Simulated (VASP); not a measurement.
Cu, 6 atoms in the cell. The cell holds a slab with vacuum, 6 atoms: a = 2.504 Å, b = 2.504 Å, c = 24.576 Å, α = 90.00°, β = 90.00°, γ = 120.00°. The slab is cut from a database's or a generator's crystal, which needn't be the stable form of the element.

| Property | Result |
| --- | --- |
| Program | VASP 6.6.1 |
| Task | single point |
| Functional | PBE |
| Potentials or basis | VASP PAW PBE potentials, release 64 (Cu) |
| Cutoff | 520 eV |
| k mesh | 12 × 12 × 2 |
| Occupations | fermi-dirac, width 0.05 eV |
| Spin | no spin polarisation |
| Further INCAR settings | ALGO = Normal; EDIFF = 1e-07; NBANDS = 42 |

Potentials or basis: VASP PAW PBE potentials, release 64 (Cu).

The run is started by

```console
$ cat potpaw_PBE.64/Cu/POTCAR > POTCAR
$ mpirun -np 1 vasp_std > vasp.out
```

Hardware: 1 thread of AMD EPYC 9R45 96-Core Processor (Zen 5) (shared host).

How long does it take, and how much memory?

Run time: 3.9 min on 1 thread of AMD EPYC 9R45 96-Core Processor (Zen 5), on a shared host, peak memory 0.3 GiB. Counts: scf iterations 25, k points 38.
